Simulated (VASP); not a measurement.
# Si (Fd-3m) in VASP: notebook

Aim: see how the results for Si move with the level of theory and the settings. Levels: RPBE, r2SCAN+rVV10, PBEsol. Tasks: relaxation of cell and atoms.

Everything below comes from runs of VASP 6.6.1. Logs are shortened: lines on timing, memory, paths and dates and some standing lists are left out, and cuts for length are marked.

### Step 1. The crystal as given

The structure is cubic, space group Fd-3m (No. 227). Conventional cell: a = 5.497 Å, b = 5.497 Å, c = 5.497 Å, α = 90.00°, β = 90.00°, γ = 90.00°. Si (site symmetry -43m) is surrounded by 4 Si at 2.38 Å.

### Step 2. Relaxation of cell and atoms, RPBE

INCAR reads:

```
SYSTEM = Si
PREC = Accurate
ENCUT = 600
EDIFF = 1E-7
ISMEAR = 0
SIGMA = 0.03
LREAL = .False.
LASPH = .True.
NELM = 80
ALGO = Normal
ISIF = 3
LWAVE = .False.
LCHARG = .False.
GGA = RP
IBRION = 2
NSW = 90
EDIFFG = -0.005
```

KPOINTS reads:

```
Automatic mesh
0
Gamma
  10 10 10
  0 0 0
```

POSCAR reads:

```
Si                                      
1.0
    0.0000000000      2.7487196613      2.7487196613
    2.7487196613      0.0000000000      2.7487196613
    2.7487196613      2.7487196613      0.0000000000
  Si            
     2
Direct
     0.7500000000000000    0.7500000000000000    0.7500000000000000
     0.5000000000000000    0.5000000000000000    0.5000000000000000
```

Potentials or basis: VASP PAW PBE potentials, release 64 (Si).

Run with:

```sh
cat potpaw_PBE.64/Si/POTCAR > POTCAR
mpirun -np 1 vasp_std > vasp.out
```

OUTCAR:

```text
SYSTEM = Si
   PREC = Accurate
   ENCUT = 600
   EDIFF = 1E-7
   ISMEAR = 0
   LREAL = .False.
   LASPH = .True.
   NELM = 80
   ISIF = 3
   GGA = RP
   IBRION = 2
   NSW = 90
   EDIFFG = -0.005

 ion  position               nearest neighbor table
   1  0.750  0.750  0.750-   2 2.38   2 2.38   2 2.38   2 2.38
   2  0.500  0.500  0.500-   1 2.38   1 2.38   1 2.38   1 2.38

  LATTYP: Found a face centered cubic cell.
 ALAT       =     5.4974393226

  Lattice vectors:

 A1 = (   0.0000000000,   2.7487196613,   2.7487196613)
 A2 = (   2.7487196613,   0.0000000000,   2.7487196613)
 A3 = (   2.7487196613,   2.7487196613,   0.0000000000)

Analysis of symmetry for initial positions (statically):
=====================================================================
 Subroutine PRICEL returns:
 Original cell was already a primitive cell.

 Routine SETGRP: Setting up the symmetry group for a
 face centered cubic supercell.

 Subroutine GETGRP returns: Found 48 space group operations
 (whereof 24 operations were pure point group operations)
 out of a pool of 48 trial point group operations.

The static configuration has the point symmetry T_d .
 The point group associated with its full space group is O_h .

Analysis of symmetry for dynamics (positions and initial velocities):
=====================================================================
 Subroutine PRICEL returns:
 Original cell was already a primitive cell.

 Routine SETGRP: Setting up the symmetry group for a
 face centered cubic supercell.

 Subroutine GETGRP returns: Found 48 space group operations
 (whereof 24 operations were pure point group operations)
 out of a pool of 48 trial point group operations.

The dynamic configuration has the point symmetry T_d .
 The point group associated with its full space group is O_h .

 Subroutine INISYM returns: Found 48 space group operations
 (whereof 24 operations are pure point group operations),
 and found     1 'primitive' translations

----------------------------------------------------------------------------------------

                                     Primitive cell

  volume of cell :      41.5357

  direct lattice vectors                    reciprocal lattice vectors
     0.000000000  2.748719661  2.748719661    -0.181902872  0.181902872  0.181902872
     2.748719661  0.000000000  2.748719661     0.181902872 -0.181902872  0.181902872
     2.748719661  2.748719661  0.000000000     0.181902872  0.181902872 -0.181902872

  length of vectors
     3.887276624  3.887276624  3.887276624     0.315065016  0.315065016  0.315065016

  position of ions in fractional coordinates (direct lattice)
     0.750000000  0.750000000  0.750000000
     0.500000000  0.500000000  0.500000000

  ion indices of the primitive-cell ions
   primitive index   ion index
                 1           1
                 2           2

----------------------------------------------------------------------------------------

 KPOINTS: Automatic mesh

Automatic generation of k-mesh.
 Grid dimensions read from file:
 generate k-points for:   10   10   10

 Generating k-lattice:

  Cartesian coordinates                     Fractional coordinates (reciprocal lattice)
    -0.018190287  0.018190287  0.018190287     0.100000000  0.000000000  0.000000000
     0.018190287 -0.018190287  0.018190287     0.000000000  0.100000000  0.000000000
     0.018190287  0.018190287 -0.018190287     0.000000000  0.000000000  0.100000000

  Length of vectors
     0.031506502  0.031506502  0.031506502

  Shift w.r.t. Gamma in fractional coordinates (k-lattice)
     0.000000000  0.000000000  0.000000000

 Subroutine IBZKPT returns following result:
 ===========================================

 Found     47 irreducible k-points:

 Following reciprocal coordinates:
            Coordinates               Weight
  0.000000  0.000000  0.000000      1.000000
  0.100000  0.000000  0.000000      8.000000
  0.200000  0.000000  0.000000      8.000000
  0.300000  0.000000  0.000000      8.000000
  0.400000  0.000000  0.000000      8.000000
[... 46 lines left out ...]
 cond. band min:       6.2357422573   @ k =   0.4000   0.4000   0.0000
 fundamental gap:      0.7035916410
 Fermi energy:         5.7210196836

 k-point     1 :       0.0000    0.0000    0.0000
  band No.  band energies     occupation
      1      -6.1534      2.00000
      2       5.5322      2.00000
      3       5.5322      2.00000
      4       5.5322      2.00000
      5       8.0873      0.00000
      6       8.0873      0.00000
      7       8.0873      0.00000
      8       8.6081      0.00000

 k-point     2 :       0.1000    0.0000    0.0000
  band No.  band energies     occupation
      1      -6.0266      2.00000
      2       4.4031      2.00000
      3       5.3418      2.00000
      4       5.3418      2.00000
      5       8.0505      0.00000
      6       8.3684      0.00000
      7       8.3684      0.00000
      8       9.5867      0.00000

 k-point     3 :       0.2000    0.0000    0.0000
  band No.  band energies     occupation
      1      -5.6528      2.00000
      2       2.5869      2.00000
      3       4.9733      2.00000
      4       4.9733      2.00000
      5       7.6908      0.00000
      6       8.8658      0.00000
      7       8.8658      0.00000
      8      11.3685      0.00000

 k-point     4 :       0.3000    0.0000    0.0000
  band No.  band energies     occupation
      1      -5.0592      2.00000
      2       0.8534      2.00000
      3       4.6466      2.00000
      4       4.6466      2.00000
      5       7.3352      0.00000
      6       9.0542      0.00000
      7       9.0542      0.00000
      8      13.0256      0.00000

 k-point     5 :       0.4000    0.0000    0.0000
  band No.  band energies     occupation
      1      -4.3437      2.00000
      2      -0.5713      2.00000
      3       4.4385      2.00000
      4       4.4385      2.00000
      5       7.0990      0.00000
      6       8.9605      0.00000
      7       8.9605      0.00000
      8      13.4418      0.00000
[... 177 lines left out ...]
 k-point    22 :      -0.2000    0.2000    0.0000
  band No.  band energies     occupation
      1      -4.8499      2.00000
      2       1.1252      2.00000
      3       2.6648      2.00000
      4       4.7111      2.00000
      5       8.3850      0.00000
      6       9.4804      0.00000
      7       9.8139      0.00000
      8      11.1886      0.00000

 k-point    23 :       0.3000    0.3000    0.0000
  band No.  band energies     occupation
      1      -4.6539      2.00000
      2       1.1556      2.00000
      3       3.3871      2.00000
      4       3.3871      2.00000
      5       6.4941      0.00000
      6       8.0354      0.00000
      7      12.0533      0.00000
      8      12.0533      0.00000

 k-point    24 :       0.4000    0.3000    0.0000
  band No.  band energies     occupation
      1      -4.0619      2.00000
      2       0.1790      2.00000
      3       2.7946      2.00000
      4       3.1880      2.00000
      5       6.6806      0.00000
      6       7.8636      0.00000
      7      12.3399      0.00000
      8      12.4788      0.00000

 [... further k-points ...]
[... 5 lines left out ...]
  --------------------------------------------------------------------------------------
  -------------------------------------------------------------------------------------
  Total        0.0018520      0.0018520      0.0018520      0.0000000      0.0000000      0.0000000
  in kB        0.0714393      0.0714393      0.0714393      0.0000000      0.0000000      0.0000000
  external PRESSURE =       0.0714393 kB  Pullay stress =       0.0000000 kB

 VOLUME and BASIS-vectors are now :
 -----------------------------------------------------------------------------
  energy-cutoff  :      600.00
  volume of cell :       41.54
      direct lattice vectors                 reciprocal lattice vectors
     0.000000000  2.748719661  2.748719661    -0.181902872  0.181902872  0.181902872
     2.748719661  0.000000000  2.748719661     0.181902872 -0.181902872  0.181902872
     2.748719661  2.748719661  0.000000000     0.181902872  0.181902872 -0.181902872

 POSITION                                       TOTAL-FORCE (eV/Angst)
 -----------------------------------------------------------------------------------
      4.12308      4.12308      4.12308        -0.000000     -0.000000     -0.000000
      2.74872      2.74872      2.74872         0.000000      0.000000      0.000000
 -----------------------------------------------------------------------------------
    total drift:                               -0.000000     -0.000000     -0.000000

  FREE ENERGIE OF THE ION-ELECTRON SYSTEM (eV)
  ---------------------------------------------------
  free  energy   TOTEN  =       -10.3252518237 eV

  energy  without entropy=      -10.3252518237  energy(sigma->0) =      -10.32525182

 reached required accuracy - stopping structural energy minimisation
```

Run time: 6.9 s. Hardware: 1 thread of Intel Xeon 6975P-C (Granite Rapids), shared host; peak memory 0.17 GiB.

Results:

```yaml
Free_energy: -10.3253 eV
Pressure_after_relaxing: 0.0 GPa
Band_gap_on_the_k_mesh: 0.70 eV, indirect (least direct gap 2.56 eV)
```

Final structure:
```
Si
1.0
     0.00000    2.74872    2.74872
     2.74872    0.00000    2.74872
     2.74872    2.74872    0.00000
Si
2
Direct
  0.75000 0.75000 0.75000
  0.50000 0.50000 0.50000
```

Caveat: the relaxation stopped at its first step, so nothing moved; the PAW data sets were made with another functional, which shifts forces and pressure a little. A k mesh can miss the band edges.

### Step 3. Relaxation of cell and atoms, r2SCAN+rVV10

This run uses another cell than the first one, of 19.98 Å³/atom, 0.962 times its volume.

INCAR reads:

```
ALGO = Normal ; BPARAM = 11.95
CPARAM = 0.0093 ; EDIFF = 1E-6
EDIFFG = -0.01 ; ENCUT = 600
IBRION = 2 ; ISIF = 3
ISMEAR = 0 ; IVDW_NL = 2
LASPH = True ; LCHARG = False
LMIXTAU = True ; LREAL = False
LUSE_VDW = True ; LWAVE = False
METAGGA = R2SCAN ; NELM = 80
NSW = 90 ; PREC = Accurate
SIGMA = 0.03
```

KPOINTS reads:

```
k-points
0
Gamma
  10 10 10
```

POSCAR reads:

```
Si
1.0
    0.0000000000      2.7135600000      2.7135600000
    2.7135600000      0.0000000000      2.7135600000
    2.7135600000      2.7135600000      0.0000000000
Si
2
Direct
    0.7500000000      0.7500000000      0.7500000000
    0.5000000000      0.5000000000      0.5000000000
```

Potentials or basis: VASP PAW PBE potentials, release 64 (Si).

Run with:

```sh
cat potpaw_PBE.64/Si/POTCAR > POTCAR
mpirun -np 1 vasp_std > vasp.out
```

Wall time 3 min (1 thread of AMD EPYC 7R13 (Zen 3), shared host); peak memory 0.28 GiB.

Results (log left out):

```
Free energy                            : -17.4037 eV
Relaxed volume                         : 20.03 Å³/atom
Relaxed cell                           : a = 3.840 Å, b = 3.840 Å, c = 3.840 Å, α = 60.00°, β = 60.00°, γ = 60.00°
Space group after relaxing (to 0.05 Å) : Fd-3m (No. 227)
Energy gained by relaxing              : 0.0 meV/atom
Ionic steps                            : 3
Pressure after relaxing                : 0.0 GPa
Band gap on the k mesh                 : 0.75 eV, indirect (least direct gap 2.75 eV)
```

Final structure:
```
Si
1.0
     0.00000    2.71561    2.71561
     2.71561    0.00000    2.71561
     2.71561    2.71561    0.00000
Si
2
Direct
  0.75000 0.75000 0.75000
  0.50000 0.50000 0.50000
```

Levels at points of the mesh, in eV from the valence-band top:
```tsv
k point	band 2	band 3	band 4	band 5	band 6	band 7
(0.00, 0.00, 0.00)	0.00	0.00	0.00	2.75	2.75	2.75
(0.50, 0.00, 0.00)	-7.28	-1.27	-1.27	1.86	3.57	3.57
(0.50, 0.50, 0.00)	-8.16	-3.02	-3.02	0.88	0.88	10.88
```

Caveat: the PAW data sets were made with another functional, which shifts forces and pressure a little. A k mesh can miss the band edges.

### Step 4. Relaxation of cell and atoms, r2SCAN+rVV10

This run uses another cell than the first one, of 20.03 Å³/atom, 0.964 times its volume.

INCAR, as its differences from that of step 3:

```diff
@@ -1,4 +1,4 @@
 ALGO = Normal ; BPARAM = 11.95
-CPARAM = 0.0093 ; EDIFF = 1E-6
-EDIFFG = -0.01 ; ENCUT = 600
+CPARAM = 0.0093 ; EDIFF = 1E-7
+EDIFFG = -0.005 ; ENCUT = 600
 IBRION = 2 ; ISIF = 3
```

KPOINTS is that of step 3.

POSCAR reads:

```
Si                                      
1.0
    0.0000000000      2.7156149754      2.7156149754
    2.7156149754      0.0000000000      2.7156149754
    2.7156149754      2.7156149754     -0.0000000000
  Si            
     2
Direct
     0.7500000000000000    0.7500000000000000    0.7500000000000000
     0.5000000000000000    0.5000000000000000    0.5000000000000000
```

Run with:

```sh
cat potpaw_PBE.64/Si/POTCAR > POTCAR
mpirun -np 1 vasp_std > vasp.out
```

It took 1.7 min on 1 thread of AMD EPYC 7R13 (Zen 3), shared host; peak memory 0.27 GiB.

The run converged. Its results:

* Free energy: -17.4037 eV
* Pressure after relaxing: 0.0 GPa
* Band gap on the k mesh: 0.75 eV, indirect (least direct gap 2.75 eV)

Final structure:
```xyz
2
Lattice="0.0000 2.7156 2.7156 2.7156 0.0000 2.7156 2.7156 2.7156 0.0000" Properties=species:S:1:pos:R:3 pbc="T T T"
Si    4.0734    4.0734    4.0734
Si    2.7156    2.7156    2.7156
```

Levels at points of the mesh, in eV from the valence-band top:
| k point | band 1 | band 2 | band 3 | band 4 | band 5 | band 6 | band 7 | band 8 |
| --- | --- | --- | --- | --- | --- | --- | --- | --- |
| (0.00, 0.00, 0.00) | -12.54 | 0.00 | 0.00 | 0.00 | 2.75 | 2.75 | 2.75 | 3.98 |
| (0.50, 0.00, 0.00) | -10.08 | -7.28 | -1.27 | -1.27 | 1.86 | 3.57 | 3.57 | 8.27 |
| (0.50, 0.50, 0.00) | -8.16 | -8.16 | -3.02 | -3.02 | 0.88 | 0.88 | 10.88 | 10.88 |

Caveat: the relaxation stopped at its first step, so nothing moved; the PAW data sets were made with another functional, which shifts forces and pressure a little. r2SCAN opens gaps a little over a GGA but as a rule still falls short of measured ones.

### Step 5. Relaxation of cell and atoms, PBEsol

This run uses another cell than the first one, of 19.98 Å³/atom, 0.962 times its volume.

INCAR reads:

```
SYSTEM = Si
PREC = Accurate
ENCUT = 600
EDIFF = 1E-6
ISMEAR = 0
SIGMA = 0.03
LREAL = .False.
LASPH = .True.
NELM = 80
ALGO = Normal
ISIF = 3
LWAVE = .False.
LCHARG = .False.
GGA = PS
IBRION = 2
NSW = 90
EDIFFG = -0.01
```

KPOINTS reads:

```
regular mesh
0
Gamma
  10 10 10
  0 0 0
```

POSCAR reads:

```
Si
1.0
    0.0000000000      2.7135600000      2.7135600000
    2.7135600000      0.0000000000      2.7135600000
    2.7135600000      2.7135600000      0.0000000000
Si
2
Direct
    0.7500000000      0.7500000000      0.7500000000
    0.5000000000      0.5000000000      0.5000000000
```

Run with:

```sh
cat potpaw_PBE.64/Si/POTCAR > POTCAR
mpirun -np 1 vasp_std > vasp.out
```

It took 18 s on 1 thread of Intel Xeon Platinum 8259CL at 2.50GHz (Skylake/Cascade Lake), shared host; peak memory 0.17 GiB.

It converged, with:

* Free energy: -11.4926 eV
* Relaxed volume: 20.08 Å³/atom
* Relaxed cell: a = 3.844 Å, b = 3.844 Å, c = 3.844 Å, α = 60.00°, β = 60.00°, γ = 60.00°
* Space group after relaxing (to 0.05 Å): Fd-3m (No. 227)
* Energy gained by relaxing: 0.1 meV/atom
* Ionic steps: 3
* Pressure after relaxing: 0.0 GPa
* Band gap on the k mesh: 0.47 eV, indirect (least direct gap 2.52 eV)

Step by step:
```
step  energy change (eV)  largest force (eV/Å)  pressure (GPa)  volume (Å³)
   1              0.0000                0.0000            0.46        39.96
   2             -0.0001                0.0000           -0.32        40.29
   3             -0.0003                0.0000            0.00        40.15
```

Final structure:
```cif
data_structure
_symmetry_space_group_name_H-M 'P 1'
_symmetry_Int_Tables_number 1
_cell_length_a 3.8436
_cell_length_b 3.8436
_cell_length_c 3.8436
_cell_angle_alpha 60.000
_cell_angle_beta 60.000
_cell_angle_gamma 60.000
_cell_volume 40.15
loop_
_atom_site_label
_atom_site_type_symbol
_atom_site_fract_x
_atom_site_fract_y
_atom_site_fract_z
_atom_site_occupancy
Si1 Si 0.75000 0.75000 0.75000 1
Si2 Si 0.50000 0.50000 0.50000 1
```

Levels at points of the mesh, in eV from the valence-band top:
```tsv
k point	band 1	band 2	band 3	band 4	band 5	band 6	band 7	band 8
(0.00, 0.00, 0.00)	-11.97	0.00	0.00	0.00	2.52	2.52	2.52	3.29
(0.50, 0.00, 0.00)	-9.63	-7.00	-1.20	-1.20	1.46	3.27	3.27	7.51
(0.50, 0.50, 0.00)	-7.82	-7.82	-2.87	-2.87	0.59	0.59	10.04	10.04
```

Caveat: the PAW data sets were made with another functional, which shifts forces and pressure a little. As with any semilocal functional, this PBEsol gap is likely too small.

### Step 6. Relaxation of cell and atoms, PBEsol

This run uses another cell than the first one, of 20.08 Å³/atom, 0.967 times its volume.

INCAR, as its differences from that of step 5:

```diff
@@ -3,3 +3,3 @@
 ENCUT = 600
-EDIFF = 1E-6
+EDIFF = 1E-7
 ISMEAR = 0
@@ -16,2 +16,2 @@
 NSW = 90
-EDIFFG = -0.01
+EDIFFG = -0.005
```

KPOINTS is that of step 5.

POSCAR reads:

```
Si                                      
1.0
   -0.0000000000      2.7178477094      2.7178477094
    2.7178477094      0.0000000000      2.7178477094
    2.7178477094      2.7178477094     -0.0000000000
  Si            
     2
Direct
     0.7500000000000000    0.7500000000000000    0.7500000000000000
     0.5000000000000000    0.5000000000000000    0.5000000000000000
```

Potentials or basis: VASP PAW PBE potentials, release 64 (Si).

Run with:

```sh
cat potpaw_PBE.64/Si/POTCAR > POTCAR
mpirun -np 1 vasp_std > vasp.out
```

It took 11 s on 1 thread of Intel Xeon Platinum 8259CL at 2.50GHz (Skylake/Cascade Lake), shared host; peak memory 0.17 GiB.

The run converged. Its results:

```yaml
Free_energy: -11.4926 eV
Pressure_after_relaxing: 0.0 GPa
Band_gap_on_the_k_mesh: 0.47 eV, indirect (least direct gap 2.52 eV)
```

Final structure:
```cif
data_structure
_symmetry_space_group_name_H-M 'P 1'
_symmetry_Int_Tables_number 1
_cell_length_a 3.8436
_cell_length_b 3.8436
_cell_length_c 3.8436
_cell_angle_alpha 60.000
_cell_angle_beta 60.000
_cell_angle_gamma 60.000
_cell_volume 40.15
loop_
_atom_site_label
_atom_site_type_symbol
_atom_site_fract_x
_atom_site_fract_y
_atom_site_fract_z
_atom_site_occupancy
Si1 Si 0.75000 0.75000 0.75000 1
Si2 Si 0.50000 0.50000 0.50000 1
```

Levels at points of the mesh, in eV from the valence-band top:
```
           k point  band 2  band 3  band 4  band 5  band 6  band 7
(0.00, 0.00, 0.00)    0.00    0.00    0.00    2.52    2.52    2.52
(0.50, 0.00, 0.00)   -7.00   -1.20   -1.20    1.46    3.27    3.27
(0.50, 0.50, 0.00)   -7.82   -2.87   -2.87    0.59    0.59   10.04
```

Caveat: the relaxation stopped at its first step, so nothing moved; the PAW data sets were made with another functional, which shifts forces and pressure a little. A hybrid or GW would open this gap; PBEsol tends to underestimate it.

### Step 7. Overview

```csv
level,gap on the mesh (eV),pressure (GPa)
RPBE,0.70,0.0
r2SCAN+rVV10,0.75,0.0
PBEsol,0.47,0.0
```

Alike in all rows: task relaxation of cell and atoms; potentials or basis VASP PAW PBE potentials, release 64 (Si); no spin polarisation; cell relaxed; k mesh 10 × 10 × 10; cutoff (eV) 600; smearing gaussian 0.03 eV.

Caveats: the relaxation stopped at its first step, so nothing moved; the PAW data sets were made with another functional, which shifts forces and pressure a little.

Total energies depend on the potentials used, so only differences within one code and one set of settings carry meaning.
